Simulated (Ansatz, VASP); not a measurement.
Two plane-wave programs on TaN

The input INCAR:

```
SYSTEM = TaN
ALGO = Normal
EDIFF = 1E-6
ENCUT = 520
GGA = PS
ISIF = 2
ISMEAR = 0
LASPH = .TRUE.
LCHARG = .FALSE.
LREAL = .FALSE.
LWAVE = .FALSE.
NBANDS = 15
NELM = 100
PREC = Accurate
SIGMA = 0.1
```

Contents of KPOINTS:

```
k-points
0
G
  16 16 16
  0 0 0
```

POSCAR

```
TaN
1.0
    0.0000000000      2.2584685810      2.2584685810
    2.2584685810      0.0000000000      2.2584685810
    2.2584685810      2.2584685810      0.0000000000
Ta N
1 1
Direct
    0.5000000000      0.5000000000      0.5000000000
    0.0000000000      0.0000000000      0.0000000000
```

Input for Ansatz:

```yaml
crystal:
  lattice:
    - [0.0, 2.258468581, 2.258468581]
    - [2.258468581, 0.0, 2.258468581]
    - [2.258468581, 2.258468581, 0.0]
  atoms:
    - { symbol: Ta, position: [0.5, 0.5, 0.5] }
    - { symbol: "N", position: [0.0, 0.0, 0.0] }
basis:
  ecutwfc: 420
kpoints:
  mp_grid: { grid: [16, 16, 16] }
hamiltonian:
  xc: pbesol
scf:
  occupations: { method: gaussian, width: 0.1 }
output:
  forces: true
  stress: true
  eigenvalues: true
```

Alike in both runs: task single point; functional PBEsol; k mesh 16 × 16 × 16; occupations gaussian, width 0.1 eV; no spin polarisation.

```csv
,VASP,Ansatz
version,VASP 6.6.1,Ansatz 0.2.0
potentials or method,"VASP PAW PBE potentials, release 64 (Ta_pv, N)","scalar-relativistic, plane waves, PAW"
plane-wave cutoff (eV),520,420
valence electrons in the cell,16,18
```

```csv
,VASP,Ansatz,Ansatz less VASP
gap on the k mesh at the Fermi level (eV),none,none,-
pressure (GPa),-26.9,-27.5,-0.60
```

A gap of «none» marks a metal or a gap that the smearing closes. The two sets of potentials don't hold the same shells in valence.

Caveats: so large a pressure means that the cell lies far from this level's equilibrium, or that cutoff or potentials fall short (VASP); the potentials were made for another functional, which shifts forces and pressure (VASP). The runs have no spin-orbit coupling, so splittings on Ta are missing.
